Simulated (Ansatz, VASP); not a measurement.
One calculation of SiC, two programs

The input INCAR:

```
SYSTEM = SiC
PREC = Accurate
ENCUT = 520
EDIFF = 1E-6
ISMEAR = -1
SIGMA = 0.05
LREAL = .FALSE.
LASPH = .TRUE.
NELM = 100
ALGO = Normal
ISIF = 2
LWAVE = .FALSE.
LCHARG = .TRUE.
GGA = PE
LELF = .TRUE.
LVHAR = .TRUE.
NBANDS = 26
```

File KPOINTS:

```
regular mesh
0
G
  10 10 3
  0 0 0
```

Contents of POSCAR:

```
SiC
1.0
    3.0756941497      0.0000000000      0.0000000000
   -1.5378470748      2.6636292679      0.0000000000
    0.0000000000      0.0000000000     10.0706464800
Si C
4 4
Direct
   -0.0121500000     -0.0206490000      0.1835520000
   -0.0025820000      0.0018400000      0.6876480000
    0.3381010000      0.6729920000      0.4410540000
    0.6703780000      0.3309140000      0.9353530000
   -0.0081960000      0.0040860000      0.0031760000
    0.0062090000      0.0003760000      0.4997050000
    0.3283650000      0.6555110000      0.2492340000
    0.6667050000      0.3285780000      0.7480500000
```

Contents of input.yaml:

```yaml
crystal:
  lattice:
    - [3.0756941497, 0.0, 0.0]
    - [-1.5378470748, 2.6636292679, 0.0]
    - [0.0, 0.0, 10.07064648]
  atoms:
    - { symbol: Si, position: [-0.01215, -0.020649, 0.183552] }
    - { symbol: Si, position: [-0.002582, 0.00184, 0.687648] }
    - { symbol: Si, position: [0.338101, 0.672992, 0.441054] }
    - { symbol: Si, position: [0.670378, 0.330914, 0.935353] }
    - { symbol: C, position: [-0.008196, 0.004086, 0.003176] }
    - { symbol: C, position: [0.006209, 0.000376, 0.499705] }
    - { symbol: C, position: [0.328365, 0.655511, 0.249234] }
    - { symbol: C, position: [0.666705, 0.328578, 0.74805] }
kpoints:
  mp_grid: { grid: [10, 10, 3] }
scf:
  occupations: { method: fermi_dirac, width: 0.05 }
hamiltonian:
  xc: pbe
  pseudopotentials: { kind: all_electron, lapw: { basis_error: 0.001 } }
output:
  forces: true
  stress: true
  eigenvalues: true
  populations: true
```

Change from the starting cell: atoms moved at random, drawn with an rms of 0.05 Å.

Alike in both runs: task single point; functional PBE; k mesh 10 × 10 × 3; occupations fermi-dirac, width 0.05 eV; no spin polarisation.

|  | VASP | Ansatz |
| --- | --- | --- |
| version | VASP 6.6.1 | Ansatz 0.2.0 |
| potentials or method | VASP PAW PBE potentials, release 64 (Si, C) | all-electron LAPW, scalar-relativistic |
| plane-wave cutoff (eV) | 520 | see its input |

Ansatz gave:

| Quantity | Value |
| --- | --- |
| gap on the k mesh at the Fermi level (eV) | 1.84 |
| least direct gap on the mesh (eV) | 3.12 |
| pressure (GPa) | 4.4 |
| largest component of the traceless stress (GPa) | 1.40 |
| rms of the force components (eV/Å) | 0.730 |

**Question.** Estimate VASP's values.

**Answer.** gap on the k mesh at the Fermi level (eV): 1.84; least direct gap on the mesh (eV): 3.12; pressure (GPa): 4.3; largest component of the traceless stress (GPa): 1.39; rms of the force components (eV/Å): 0.729.

Atom by atom the forces differ by 0.002 eV/Å (rms over components). Ansatz ran all-electron here, so the differences hold the error of VASP's frozen core and of both bases.

Caveats: an odd mesh through Γ misses points on the zone boundary, where band edges often lie; forces of over 1 eV/Å show positions far from the minimum, so gaps and moduli don't describe the material at rest (VASP).
